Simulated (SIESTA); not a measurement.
## Ti2O under changes of volume

One of the cells (11.828 Å³/atom); the others are scaled copies at fixed shape and fractional positions:

```
Ti O
1.0
     2.93873    0.00000    0.00000
    -1.46937    2.54502    0.00000
     0.00000    0.00000    4.74421
Ti O
2 1
Direct
  0.33333 0.66667 0.72126
  0.66667 0.33333 0.27874
  0.00000 0.00000 0.00000
```

* Program: SIESTA 5.4.2
* Functional: PBEsol
* Potentials or basis: PseudoDojo 0.4 standard (PBEsol files)
* Basis: DZP (energy shift 0.003 Ry; two zetas on semicore shells)
* Grid cutoff: 800 Ry
* Energy shift: 0.003 Ry
* k mesh: 10 × 10 × 6
* Occupations: fermi-dirac, width 0.05 eV
* Spin: no spin polarisation

| volume (Å³/atom) | energy over the lowest point (meV/atom) | pressure (GPa) | largest force (eV/Å) |
| --- | --- | --- | --- |
| 10.900 | ? | ? | ? |
| 11.132 | 36.45 | 15.9 | 1.211 |
| 11.364 | 17.34 | 10.6 | 1.215 |
| 11.828 | 0.00 | 1.6 | 1.184 |
| 12.059 | 0.52 | -2.3 | 1.182 |
| 12.291 | 6.39 | -5.7 | 1.163 |

Q: What does the run at 10.900 Å³/atom give?

A: Energy over the lowest point 63.61 meV/atom; pressure 21.7 GPa; largest force 1.206 eV/Å.

Worked out: A Birch-Murnaghan fit of order 3 (a polynomial in V^(-2/3)) to the other rows has its minimum at 11.92 Å³/atom with B0 = V·E''(V) = 202 GPa and B' = 3.9 at fixed shape and positions, which overstates the stiffness. It gives 63.49 meV/atom at 10.900 Å³/atom, against the run's 63.61, and -dE/dV = 21.6 GPa, against 21.7.

Energies are extrapolated to zero smearing.

Caveats: the basis of atomic orbitals isn't converged, which shifts pressures, moduli and gaps; forces of over 1 eV/Å show positions far from the minimum, so gaps and moduli don't describe the material at rest.
